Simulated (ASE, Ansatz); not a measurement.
# Supercells of Priceite (P2_1/c), Ca2B5H7O13 (108 atoms): plane waves and support functions, part 2 of 2

Wanted: cost and convergence against size for Priceite (P2_1/c), Ca2B5H7O13 (108 atoms).

Ansatz 0.2.0; Kohn-Sham DFT, revPBE+D4, PAW (set soft_2), plane waves.

So far. Step 5 (Plane waves, 216 atoms): The energy lies 0.152 meV/atom above the dense-mesh reference. Step 6 (Support functions, 216 atoms): The energy lies 4.96 meV/atom below the dense-mesh reference, and 5.1 meV/atom below plane waves of the same size, an offset between the two bases that leaves the sampling error alike.

## 7. Plane waves, 1296 atoms

The cell is repeated and solved at Γ in plane waves, whose cost grows towards the cube of the size.

This step: Kohn-Sham DFT, revPBE+D4, PAW (set soft_2), plane waves (Ansatz 0.2.0).

Contents of input.yaml:

```yaml
crystal:
  lattice:
    - [11.58, 0.0, 0.0]
    - [0.0, 6.9844, 0.0]
    - [-4.3405, 0.0, 11.56425]
  atoms:
    [... the 108 atom lines of step 2 ...]
  supercell: [2, 3, 2]
kpoints:
  mp_grid: { grid: [1, 1, 1] }
hamiltonian:
  xc: revpbe
  dispersion: d4
scf:
  occupations: { method: gaussian, width: 0.025 }
output:
  forces: true
  eigenvalues: true
```

Launch:

```
$ ansatz run input.yaml --threads 32 --pin off --max-ram 143360MiB --backend cuda --events-out ev --progress --plain --runs-dir out
```

Run time: 27 s. Hardware: 1 × NVIDIA GB200 with 32 threads of Arm Neoverse V2, shared host; peak memory 3 GiB; 5.9 min of CPU time.

That memory is the host's; the program planned up to 90.7 GiB on the GPU.

The program repeats the typed cell 2×3×2 times, 1296 atoms in all; totals in the log are those of the whole repeated cell, and force differences are taken after averaging over the copies of each atom.

It converged in 10 SCF cycles; the log is left out.

The energy lies 0.0052 meV/atom above the dense-mesh reference.

## 8. Support functions, 1296 atoms

The repeated cell is solved at Γ in support functions.

This step: Kohn-Sham DFT, revPBE+D4, PAW (set soft_2), localised support functions (medium) (Ansatz 0.2.0).

input.yaml: that of step 7 with these lines changed.

```diff
@@ -15,2 +15,4 @@
   occupations: { method: gaussian, width: 0.025 }
+  eigensolver: { kind: { support_functions: { accuracy: medium } } }
+  max_iter: 150
 output:
```

Numbers of over 12 decimals in the logs are rounded to 6 here.

The program printed:

```text
[...]
GPU FFT provider: cuFFT
GPU libraries: cuBLAS 13.8.1, cuFFT 12.4.0, cuSOLVER 12.3.2
[...]
Crystal: 1296 atoms, lattice volume = 11223.709 Å³
Basis set: ecut = 464 eV, 254733 PW (Γ), exchange–correlation on 360×300×360 points (8 copies of the dense FFT grid, shifted against one another)
Bands: 3456, of which v1, the nominal top of the filled ones, is band 2880 counted from 1 (2879 counted from 0)
Symmetry: 1 space group operations
k-points: 1
[...]
GPU buffer pool allocated for 4860000 grid points (all kernels)
[...]
SCF iter   1: F=—  HF=-573779.509633 eV  |F-HF|=—  |Δ(HF+E_count)|=         —  Δρ=1.04e-1  dr2=1.20e3  ethr=1.00e-1
[...]
SCF iter  11: F=—  HF=-573908.736244 eV  |F-HF|=—  |Δ(HF+E_count)|=   4.77e-2  Δρ=1.03e-5  dr2=8.35e-6  ethr=3.09e-9  κ⁻¹=1.9e-6(r=7)
SCF iter  12: F=-573908.773003 eV  HF=-573908.773001 eV  |F-HF|=2.19e-6  |Δ(HF+E_count)|=   3.68e-2  Δρ=5.29e-6  dr2=2.09e-6  ethr=1.45e-10
SCF 1 converged in 12 iterations: F = -573909.164386 eV  dr2 = 2.09e-6
[...]
SCF converged after 12 iterations
[...]
Free energy (F): -573909.164386 eV
[...]
Internal energy: -573909.164386 eV  (E = F + TS)
E sigma→0 (E₀):  -573909.164386 eV
Fermi energy:    6.810273 eV
[...]
Σ components = -573909.164386   (vs F -573909.164386, Δ=0.00e0)
--- Forces (eV/Å), atoms counted from 1 ---
  atom   1  Ca    -0.17232159     0.12416448     0.08308010
  atom   2  Ca    -0.29267601    -0.09824598    -0.56840526
  atom   3  Ca    -0.06017165    -0.03875265    -0.55577045
  atom   4  Ca     0.28314196     0.11682468     0.37139660
  atom   5  Ca     0.00673160     0.28497286    -0.26475245
  atom   6  Ca     0.06147362     0.47678737    -0.00252740
  [... forces on the other 1290 atoms ...]
  max |Σ_I F_I| component: 1.13e-2 eV/Å
--- Band table (eV) ---
[... left out ...]
```

It took 30 s on 1 × NVIDIA GB200 with 32 threads; peak memory 3.6 GiB; 6.2 min of CPU time.

That memory is the host's; the program planned up to 22.5 GiB on the GPU.

The program repeats the typed cell 2×3×2 times, 1296 atoms in all; totals in the log are those of the whole repeated cell, and force differences are taken after averaging over the copies of each atom.

The energy lies 5.13 meV/atom below the dense-mesh reference, and 5.1 meV/atom below plane waves of the same size, an offset between the two bases that leaves the sampling error alike.

## 9. Truncated density matrix, 1296 atoms

Cutting the density matrix at a range is meant to remove the step that grows fastest with size; it needs a cell with a gap.

This step: Kohn-Sham DFT, revPBE+D4, PAW (set soft_2), localised support functions (medium), truncated density matrix (Ansatz 0.2.0).

input.yaml, the sections that differ from step 8:

```yaml
scf:
  occupations: { method: gaussian, width: 0.025 }
  eigensolver:
    kind:
      support_functions: { accuracy: medium, density_matrix: { truncated: {} } }
    mixed_precision: true
  max_iter: 150
output:
  forces: true
# crystal, kpoints, hamiltonian: as in step 8
```

The program printed:

```text
[...]
GPU FFT provider: cuFFT
GPU libraries: cuBLAS 13.8.1, cuFFT 12.4.0, cuSOLVER 12.3.2
[...]
Crystal: 1296 atoms, lattice volume = 11223.709 Å³
Basis set: ecut = 464 eV, 254733 PW (Γ), exchange–correlation on 360×300×360 points (8 copies of the dense FFT grid, shifted against one another)
Bands: 2964, of which v1, the nominal top of the filled ones, is band 2880 counted from 1 (2879 counted from 0)
Symmetry: 1 space group operations
k-points: 1
[...]
GPU buffer pool allocated for 4860000 grid points (all kernels)
[...]
SCF iter   1: F=—  HF=-573742.552601 eV  |F-HF|=—  |Δ(HF+E_count)|=         —  Δρ=1.05e-1  dr2=1.20e3  ethr=1.00e-1
[...]
SCF iter  12: F=—  HF=-573908.899869 eV  |F-HF|=—  |Δ(HF+E_count)|=   2.35e-2  Δρ=1.08e-5  dr2=1.55e-5  ethr=1.23e-9  κ⁻¹=3.4e-6(r=7)
SCF iter  13: F=-573908.899969 eV  HF=-573908.899968 eV  |F-HF|=1.47e-6  |Δ(HF+E_count)|=   9.92e-5  Δρ=4.06e-6  dr2=2.95e-6  ethr=2.69e-10
WARN: states of the grid below an occupied one that the support functions miss were sought only among those that the levels near the highest filled one couple to: one that couples little to each, as a local one in a large cell, is not found (with such a state the run ended in a higher one, [...]
SCF 1 converged in 13 iterations: F = -573909.162936 eV  dr2 = 2.95e-6
[...]
SCF converged after 13 iterations
[...]
Free energy (F): -573909.162936 eV
[...]
Internal energy: -573909.162936 eV  (E = F + TS)
E sigma→0 (E₀):  -573909.162936 eV
Fermi energy:    6.810985 eV
[...]
Σ components = -573909.162936   (vs F -573909.162936, Δ=0.00e0)
--- Forces (eV/Å), atoms counted from 1 ---
  atom   1  Ca    -0.17185699     0.12412913     0.08418919
  atom   2  Ca    -0.29305503    -0.09787071    -0.56902656
  atom   3  Ca    -0.06015048    -0.03861922    -0.55631232
  atom   4  Ca     0.28338866     0.11639030     0.37233734
  atom   5  Ca     0.00667921     0.28446706    -0.26604021
  atom   6  Ca     0.06161520     0.47696333    -0.00131061
  [... forces on the other 1290 atoms ...]
  max |Σ_I F_I| component: 1.51e-2 eV/Å
```

Wall time 26 s (1 × NVIDIA GB200 with 32 threads); peak memory 3.3 GiB.

That memory is the host's; the program planned up to 24 GiB on the GPU.

The program repeats the typed cell 2×3×2 times, 1296 atoms in all; totals in the log are those of the whole repeated cell, and force differences are taken after averaging over the copies of each atom.

The program notes that the search for missed states was only partial.

The energy lies 5.13 meV/atom below the dense-mesh reference, and 5.1 meV/atom below plane waves of the same size, an offset between the two bases that leaves the sampling error alike.

## 10. Support functions, 2592 atoms

The repeated cell is solved at Γ in support functions.

This step: Kohn-Sham DFT, revPBE+D4, PAW (set soft_2), localised support functions (medium) (Ansatz 0.2.0).

Contents of input.yaml:

```yaml
crystal:
  lattice:
    - [11.58, 0.0, 0.0]
    - [0.0, 6.9844, 0.0]
    - [-4.3405, 0.0, 11.56425]
  atoms:
    [... the 108 atom lines of step 2 ...]
  supercell: [3, 4, 2]
kpoints:
  mp_grid: { grid: [1, 1, 1] }
hamiltonian:
  xc: revpbe
  dispersion: d4
scf:
  occupations: { method: gaussian, width: 0.025 }
  eigensolver: { kind: { support_functions: { accuracy: medium } } }
  max_iter: 150
output:
  forces: true
  eigenvalues: true
```

Elapsed: 67 s, on 1 × NVIDIA GB200 with 32 threads; peak memory 6 GiB.

That memory is the host's; the program planned up to 44.1 GiB on the GPU.

The program repeats the typed cell 3×4×2 times, 2592 atoms in all; totals in the log are those of the whole repeated cell, and force differences are taken after averaging over the copies of each atom.

It converged in 13 SCF cycles; the log is left out.

The energy lies 5.10 meV/atom below the dense-mesh reference.

## 11. Truncated density matrix, 2592 atoms

Cutting the density matrix at a range is meant to remove the step that grows fastest with size; it needs a cell with a gap.

This step: Kohn-Sham DFT, revPBE+D4, PAW (set soft_2), localised support functions (medium), truncated density matrix (Ansatz 0.2.0).

input.yaml, the sections that differ from step 10:

```yaml
scf:
  occupations: { method: gaussian, width: 0.025 }
  eigensolver:
    kind:
      support_functions: { accuracy: medium, density_matrix: { truncated: {} } }
    mixed_precision: true
  max_iter: 150
output:
  forces: true
# crystal, kpoints, hamiltonian: as in step 10
```

Elapsed: 54 s, on 1 × NVIDIA GB200 with 32 threads; peak memory 6 GiB.

That memory is the host's; the program planned up to 53.1 GiB on the GPU.

The program repeats the typed cell 3×4×2 times, 2592 atoms in all; totals in the log are those of the whole repeated cell, and force differences are taken after averaging over the copies of each atom.

It converged in 14 SCF cycles; the log is left out.

The energy lies 5.10 meV/atom below the dense-mesh reference.

## 12. Support functions, 4860 atoms

The repeated cell is solved at Γ in support functions.

This step: Kohn-Sham DFT, revPBE+D4, PAW (set soft_2), localised support functions (medium) (Ansatz 0.2.0).

input.yaml, the sections that differ from step 11:

```yaml
crystal:
  lattice:
    - [11.58, 0.0, 0.0]
    - [0.0, 6.9844, 0.0]
    - [-4.3405, 0.0, 11.56425]
  atoms:
    [... the 108 atom lines of step 2 ...]
  supercell: [3, 5, 3]
scf:
  occupations: { method: gaussian, width: 0.025 }
  eigensolver: { kind: { support_functions: { accuracy: medium } } }
  max_iter: 150
# kpoints, hamiltonian, output: as in step 11
```

It took 2.7 min on 1 × NVIDIA GB200 with 32 threads; peak memory 10 GiB; 26 min of CPU time.

That memory is the host's; the program planned up to 90.9 GiB on the GPU.

The program repeats the typed cell 3×5×3 times, 4860 atoms in all; totals in the log are those of the whole repeated cell, and force differences are taken after averaging over the copies of each atom.

It converged in 13 SCF cycles; the log is left out.

The energy lies 5.13 meV/atom below the dense-mesh reference.

## 13. Truncated density matrix, 4860 atoms

Cutting the density matrix at a range is meant to remove the step that grows fastest with size; it needs a cell with a gap.

This step: Kohn-Sham DFT, revPBE+D4, PAW (set soft_2), localised support functions (medium), truncated density matrix (Ansatz 0.2.0).

input.yaml, the sections that differ from step 12:

```yaml
scf:
  occupations: { method: gaussian, width: 0.025 }
  eigensolver:
    kind:
      support_functions: { accuracy: medium, density_matrix: { truncated: {} } }
    mixed_precision: true
  max_iter: 150
# crystal, kpoints, hamiltonian, output: as in step 12
```

The program printed:

```text
[...]
GPU FFT provider: cuFFT
GPU libraries: cuBLAS 13.8.1, cuFFT 12.4.0, cuSOLVER 12.3.2
[...]
Crystal: 4860 atoms, lattice volume = 42088.907 Å³
Basis set: ecut = 464 eV, 955255 PW (Γ), exchange–correlation on 500×500×540 points (8 copies of the dense FFT grid, shifted against one another)
Bands: 11082, of which v1, the nominal top of the filled ones, is band 10800 counted from 1 (10799 counted from 0)
Symmetry: 1 space group operations
k-points: 1
[...]
GPU buffer pool allocated for 16875000 grid points (all kernels)
[...]
SCF iter   1: F=—  HF=-2151528.001269 eV  |F-HF|=—  |Δ(HF+E_count)|=         —  Δρ=1.05e-1  dr2=4.50e3  ethr=1.00e-1
[...]
SCF iter  13: F=—  HF=-2152158.458106 eV  |F-HF|=—  |Δ(HF+E_count)|=   7.10e-2  Δρ=5.59e-6  dr2=1.43e-5  ethr=3.36e-10  κ⁻¹=4.3e-6(r=7)
SCF iter  14: F=-2152158.458179 eV  HF=-2152158.458177 eV  |F-HF|=2.26e-6  |Δ(HF+E_count)|=   7.03e-5  Δρ=2.59e-6  dr2=3.22e-6  ethr=6.63e-11
[...]
SCF 1 converged in 14 iterations: F = -2152159.365425 eV  dr2 = 3.22e-6
[...]
SCF converged after 14 iterations
[...]
Free energy (F): -2152159.365425 eV
[...]
Internal energy: -2152159.365425 eV  (E = F + TS)
E sigma→0 (E₀):  -2152159.365425 eV
Fermi energy:    6.810821 eV
[...]
Σ components = -2152159.365425   (vs F -2152159.365425, Δ=0.00e0)
--- Forces (eV/Å), atoms counted from 1 ---
  atom   1  Ca    -0.17209172     0.12481591     0.08419710
  atom   2  Ca    -0.29305093    -0.09846353    -0.56864270
  atom   3  Ca    -0.06045809    -0.03756202    -0.55530739
  atom   4  Ca     0.28356121     0.11673447     0.37275946
  atom   5  Ca     0.00674363     0.28450851    -0.26594348
  atom   6  Ca     0.06178398     0.47680193    -0.00173318
  [... forces on the other 4854 atoms ...]
  max |Σ_I F_I| component: 6.67e-2 eV/Å
```

Run time: 1.8 min. Hardware: 1 × NVIDIA GB200 with 32 threads; peak memory 10 GiB.

That memory is the host's; the program planned up to 116 GiB on the GPU.

The program repeats the typed cell 3×5×3 times, 4860 atoms in all; totals in the log are those of the whole repeated cell, and force differences are taken after averaging over the copies of each atom.

The energy lies 5.13 meV/atom below the dense-mesh reference.

## 14. Scaling with size

Differences are against the typed cell on a 2×4×2 mesh, which samples like Γ on 1728 atoms (r.m.s. force component 0.748 eV/Å, gap 5.41 eV). Every repeated cell is solved at Γ, and forces are averaged over the copies of each atom. Hardware: 1 × NVIDIA GB200 with 32 threads of Arm Neoverse V2, shared host.

| atoms | repeats | basis | Δ force, r.m.s. (meV/Å) | Δ energy (meV/atom) | less plane waves of the same size (meV/atom) | gap (eV) | spread among copies (meV/Å) | SCF cycles | time | host memory (GiB) | planned on the GPU (GiB) |
| --- | --- | --- | --- | --- | --- | --- | --- | --- | --- | --- | --- |
| 108 | 1×1×1 | plane waves | 44.5 | 5.39 | - | 5.41 | - | 9 | 2.1 s | 1.3 | 3.7 |
| 108 | 1×1×1 | support functions | 46.7 | 0.314 | -5.1 | 5.41 | - | 12 | 5.7 s | 1.2 | 3.5 |
| 216 | 1×2×1 | plane waves | 1.20 | 0.152 | - | 5.41 | 0 | 9 | 3.6 s | 1.5 | 5.9 |
| 216 | 1×2×1 | support functions | 9.83 | -4.96 | -5.1 | 5.41 | 0.15 | 12 | 7.7 s | 1.5 | 5.5 |
| 1296 | 2×3×2 | plane waves | 0.049 | 0.0052 | - | 5.41 | 0 | 10 | 27 s | 3.0 | 91 |
| 1296 | 2×3×2 | support functions | 9.29 | -5.13 | -5.1 | 5.41 | 0.26 | 12 | 30 s | 3.6 | 22 |
| 1296 | 2×3×2 | truncated density matrix | 9.18 | -5.13 | -5.1 | - | 0.17 | 13 | 26 s | 3.3 | 24 |
| 2592 | 3×4×2 | support functions | 9.24 | -5.10 | - | 5.41 | 0.29 | 13 | 67 s | 6.0 | 44 |
| 2592 | 3×4×2 | truncated density matrix | 9.15 | -5.10 | - | - | 0.2 | 14 | 54 s | 6.0 | 53 |
| 4860 | 3×5×3 | support functions | 9.19 | -5.13 | - | 5.41 | 0.29 | 13 | 2.7 min | 10 | 91 |
| 4860 | 3×5×3 | truncated density matrix | 9.09 | -5.13 | - | - | 0.19 | 14 | 1.8 min | 10 | 116 |

## 15. What the reference run shows

With the settings judged, the reference run is read for its physics.

Neighbours are counted within 1.21 Å (O-H), 1.83 Å (O-B), 3.08 Å (O-Ca).

Length of the force by element and coordination:

| element | coordination | atoms | mean length of the force (eV/Å) | spread | least | most |
| --- | --- | --- | --- | --- | --- | --- |
| B | all | 20 | 1.29 | 0.659 | 0.293 | 2.74 |
| B | 3 | 4 | 1.85 | 0.597 | 1.23 | 2.74 |
| B | 4 | 16 | 1.14 | 0.595 | 0.293 | 2.68 |
| Ca | all | 8 | 0.494 | 0.133 | 0.229 | 0.673 |
| H | all | 28 | 1.1 | 0.577 | 0.379 | 2.83 |
| O | all | 52 | 1.14 | 0.721 | 0.186 | 3.26 |
| O | 2 | 4 | 1.11 | 0.625 | 0.279 | 1.86 |
| O | 3 | 32 | 1.11 | 0.63 | 0.186 | 2.79 |
| O | 4 | 16 | 1.19 | 0.890 | 0.268 | 3.26 |

Löwdin charges by element and coordination (they lack the spilled electrons, 0.044 e an atom on average):

| element | coordination | atoms | mean charge (e) | spread | least | most |
| --- | --- | --- | --- | --- | --- | --- |
| B | all | 20 | 0.568 | 0.0182 | 0.532 | 0.590 |
| B | 3 | 4 | 0.587 | 0.0038 | 0.581 | 0.590 |
| B | 4 | 16 | 0.563 | 0.0174 | 0.532 | 0.583 |
| Ca | all | 8 | 1.76 | 7.0e-4 | 1.76 | 1.76 |
| H | all | 28 | 0.383 | 0.0139 | 0.361 | 0.406 |
| O | all | 52 | -0.604 | 0.0755 | -0.732 | -0.467 |
| O | 2 | 4 | -0.473 | 0.0054 | -0.481 | -0.467 |
| O | 3 | 32 | -0.600 | 0.0702 | -0.732 | -0.500 |
| O | 4 | 16 | -0.645 | 0.0516 | -0.723 | -0.575 |

Density of states as counts of states in windows of 1 eV (from the Fermi level), total and some projections:

| from (eV) | to (eV) | total | O p | B p | H s |
| --- | --- | --- | --- | --- | --- |
| -18 | -12 | 0.0 | 0.0 | 0.0 | 0.0 |
| -12 | -11 | 12.9 | 9.0 | 0.8 | 0.8 |
| -11 | -10 | 26.7 | 18.4 | 2.2 | 3.3 |
| -10 | -9 | 28.0 | 19.1 | 4.7 | 2.6 |
| -9 | -8 | 24.8 | 17.2 | 4.7 | 1.2 |
| -8 | -7 | 26.9 | 19.8 | 4.0 | 0.5 |
| -7 | -6 | 39.2 | 31.7 | 3.0 | 0.8 |
| -6 | -5 | 34.2 | 29.8 | 1.4 | 0.4 |
| -5 | -4 | 62.7 | 58.6 | 1.1 | 0.3 |
| -4 | -3 | 51.2 | 49.4 | 0.4 | 0.2 |
| -3 | -2 | 5.5 | 5.4 | 0.0 | 0.0 |
| -2 | 2 | 0.0 | 0.0 | 0.0 | 0.0 |
| 2 | 3 | 0.5 | 0.0 | 0.0 | 0.2 |
| 3 | 4 | 13.7 | 1.3 | 2.2 | 2.2 |
| 4 | 5 | 40.2 | 1.9 | 4.3 | 2.9 |

The curve was stored every 0.10 eV, coarse against its broadening of 0.08 eV, so these counts are rough.

Between -26 and -18 eV lie 152 more states.

Not all projections were asked for or kept, so they needn't add up to the total.

The levels nearest the highest filled one (over half full), pooled over k-points and spins:

| level less the highest filled one (eV) | occupation |
| --- | --- |
| -0.0093 | 2 |
| -0.009 | 2 |
| -0.0015 | 2 |
| -0.0015 | 2 |
| -4.0e-4 | 2 |
| 0 | 2 |
| 5.41 | 0 |
| 5.68 | 0 |
| 5.70 | 0 |
| 5.74 | 0 |
| 5.79 | 0 |
| 5.85 | 0 |

Mean Löwdin charges: B +0.57, Ca +1.76, H +0.38, O -0.60 e (they miss 0.98 % of the electrons, so they add up to more than the cell's charge).

## 16. Summary of results

```json
{
  "free energy per atom": "-442.8260 eV/atom",
  "density": "2.48 g/cm³",
  "pressure": "1.023 GPa",
  "r.m.s. force component": "0.7476 eV/Å",
  "gap (highest filled to lowest empty level)": "5.412 eV",
  "wall time of the 12 DFT runs": "8.3 min"
}
```

In words: Repeating the cell at Γ samples more k-points: in plane waves the energy difference from the dense mesh goes from 5.39 meV/atom at 108 atoms to 0.0052 at 1296, and the force difference from 45 to 0.049 meV/Å; the gap stays at 5.41 eV. With plane waves, the time grows as the 1.1 power of the atom count between the two largest sizes, 216 and 1296 atoms. The smaller run is short enough for fixed overheads to flatten this slope. With support functions, the time grows as the 1.4 power of the atom count between the two largest sizes, 2592 and 4860 atoms. With the truncated density matrix, the time grows as the 1.1 power of the atom count between the two largest sizes, 2592 and 4860 atoms. At 4860 atoms truncation (run in mixed precision) changes the energy by +0.002 meV/atom and takes 0.69 times the time of the full density matrix. At equal size the support functions lie 5.1 meV/atom below plane waves, likely because their grid holds more waves than 420 eV; no run tests this. Support functions take 2.7 times the time of plane waves at 108 atoms and 1.1 times at 1296, so no crossover is reached among the sizes that both ran.

Between filled and empty levels lie 5.41 eV (on the run's k-points); a semilocal functional tends to put such gaps too low.

Caveats: The geometry starts from published positions, was displaced at random and isn't relaxed at this level: its force components are 0.75 eV/Å r.m.s. The stress is far from hydrostatic: its diagonal is 2.2, -0.9, 1.7 GPa, compression counted positive.

[Logs are printed without paths, hosts, clocks, repeated set-up lines and the standing remarks that a program may print on its own settings, such as how far it seeks lower states.]

[Hosts, paths, dates, database ids (printed as entryN), source tags and the programs' standing remarks are cut or masked in the printed files.]
